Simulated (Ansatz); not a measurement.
MgI₂ single point

input.yaml (Ansatz 0.2.0)

```yaml
crystal:
  lattice:
    - [6.205316, 3.541079, -0.076404]
    - [-2.088732, 3.576227, 0.008514]
    - [4.076881, -0.04183, 6.828112]
  atoms:
    - { symbol: Mg, position: [0.982041, 0.016266, 0.993431] }
    - { symbol: Mg, position: [0.514627, 0.455878, 0.952802] }
    - { symbol: I, position: [0.285474, 0.346206, 0.761615] }
    - { symbol: I, position: [0.76925, 0.90745, 0.741554] }
    - { symbol: I, position: [0.203469, 0.077216, 0.189079] }
    - { symbol: I, position: [0.738847, 0.602299, 0.252607] }
kpoints:
  mp_grid: { grid: [3, 5, 3], shift: [0.5, 0.5, 0.5] }
magnetization:
  spin_polarized: false
scf:
  occupations: { method: gaussian, width: 0.0112 }
  lower_state_search: "off"
  max_iter: 200
hamiltonian:
  pseudopotentials: { kind: paw }
  xc: r2scan
basis:
  ecutwfc: 500
  fft_grid_basis: typed
output:
  forces: true
  stress: true
  eigenvalues: true
  bader: true
  populations: true
  elf: true
  write_potential: true
  volumetric_format: npy
  dos:
    e_range: [-12, 8]
    de: 0.05
    projected: { site_lists: { I: [I], Mg: [Mg] } }
checkpoint:
  read: saved_state
```

The saved state is an earlier solution for the same cell, perhaps on another mesh. 

Output (shortened):

```
Pseudopotentials: kind: paw
Pseudopotential: Mg, paw, valence charge 10, recommended cutoff 500 eV (meta_gga), Mg.paw.azcp
Pseudopotential: I, paw, valence charge 17, recommended cutoff 500 eV (meta_gga), I.paw.azcp
Functional definition: r2SCAN
  exchange = r2scan_x(k0 = k0, k1 = k1, a1 = a1)
  correlation = r2scan_c
Crystal: 6 atoms, lattice volume = 203.262 Å³
Basis set: ecut = 500 eV, 5155 PW (Γ), exchange–correlation on 216×128×240 points (64 copies of the dense FFT grid, shifted against one another)
Bands: 53, of which v1, the nominal top of the filled ones, is band 44 counted from 1 (43 counted from 0)
Symmetry: 1 space group operations
Space group: P1 (ITA 1), of the structure as read, at distance tolerance 5.9e-5 Å
k-points: 23 of 45 (time reversal used)
Initial density: read from a saved state, or passed on in memory by an earlier SCF of this step, an earlier step, the calling program or the single point that the run made first
Functional: x = r2scan, c = r2scan; τ floored in thin density (d = 2e-4 eV/Å³)
Free energy (F): -33971.2570 eV
Harris-Foulkes:  -33971.2570 eV  (|F-HF|=1.60e-8)
Internal energy: -33971.2570 eV  (E = F + TS)
E sigma→0 (E₀):  -33971.2570 eV
Fermi energy:    6.8204 eV
--- Per-component energies (eV) ---
  E_band       = -2331.3186
  E_kinetic    = 911.2748
  E_local      = -12041.6582  (includes V_loc(G=0)·N_el)
  E_nonlocal   = -169.3738
  E_hartree    = 5686.4463
  E_xc         = -540.5287
  E_vxc        = -640.5453  (∫ρ·V_xc dr)
  E_paw        = -19949.9235  (= ΣΔE_a)
  E_vpaw       = -1801.5016  (= ΣTr[D̂ρ^β])
  E_aug_tail   = -0.0001  (compensation charges beyond the density's cutoff)
  E_vtau       = 37.5911  (kinetic-family band-sum trace: ∫τ·v_τ [+ j·A + Jᵃ·Aᵃ] dr)
  E_ewald      = -7867.7336
  E_core_change = 0.2398  (= ΣΔE_core)
  E_smearing   =  0.0000  (= −TS)
--- Forces (eV/Å), atoms counted from 1 ---
  atom   1  Mg    -0.1869    -0.6416    -0.3272
  atom   2  Mg    -0.4104     0.6445     1.4417
  atom   3  I     -1.2324    -0.1978    -1.4848
  atom   4  I      1.3798    -0.2728    -0.5260
  atom   5  I      1.6436     0.7624     1.2269
  atom   6  I     -1.1937    -0.2948    -0.3305
--- Stress (GPa, compression-positive) ---
        4.8485       0.4030       0.1458
        0.4030       3.0933       1.0896
        0.1458       1.0896       4.1734
  P = ⅓ Tr σ = 4.0384 GPa (40.384 kbar)
--- Löwdin populations: 6 sites ---
  site symbol       q [e]
     0     Mg      8.5803
     1     Mg      8.5769
     2      I     17.6211
     3      I     17.5608
     4      I     17.6127
     5      I     17.6042
  spilling = 0.0050 (of n_electrons = 88.0000)
--- Bader charges: 6 sites ---
  site symbol  charge [e]  shift [e]
     0     Mg      1.6735     0.0008
     1     Mg      1.6711     0.0010
     2      I     -0.8380     0.0006
     3      I     -0.8417     0.0006
     4      I     -0.8418     0.0004
     5      I     -0.8231     0.0002
```

Origin: a strained cell with displaced atoms, so it need not be a known compound. Caveats: atoms or cell far from equilibrium.
